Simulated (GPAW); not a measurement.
**PtS2 in GPAW: the effect of target pressure**

The system is PtS2.

```xyz
3
Lattice="3.5432 0.0000 0.0000 -1.7716 3.0685 0.0000 0.0000 0.0000 5.0388" Properties=species:S:1:pos:R:3 pbc="T T T"
Pt    0.0000    0.0000    0.0000
S     1.7716    1.0228    3.8950
S     0.0000    2.0457    1.1438
```

Alike in all runs:

| Property | Result |
| --- | --- |
| Program | GPAW 26.7.0 |
| Task | relaxation of cell and atoms |
| Functional | PBEsol |
| Potentials or basis | PAW data sets generated in the run's folder for this functional |
| Cutoff | 600 eV |
| Basis | pw |
| k mesh | 6 × 6 × 4 |
| Occupations | fermi-dirac, width 0.05 eV |
| Spin | no spin polarisation |

Each run relaxes the cell or the atoms first.

| target pressure | target pressure | relaxed volume (Å³/atom) |
| --- | --- | --- |
| 0 GPa | - | 17.66 |
| 2 GPa | 2 GPa | 16.67 |
| 5 GPa | 5 GPa | ? |
| 10 GPa | 10 GPa | 15.29 |
| 20 GPa | 20 GPa | 14.24 |
| 30 GPa | 30 GPa | 13.56 |

Q: What does the run with target pressure 5 GPa give?

A: Relaxed volume 15.98 Å³/atom.

Worked out: A parabola through the other rows of the relaxed volume, of slope -0.205 Å³/atom per GPa there, gives 16.29 Å³/atom, against the run's 15.98.

Caveats: later steps reuse the first step's grids; the volume moved by over 15 % at a fixed basis, so the end points are rough (some runs).
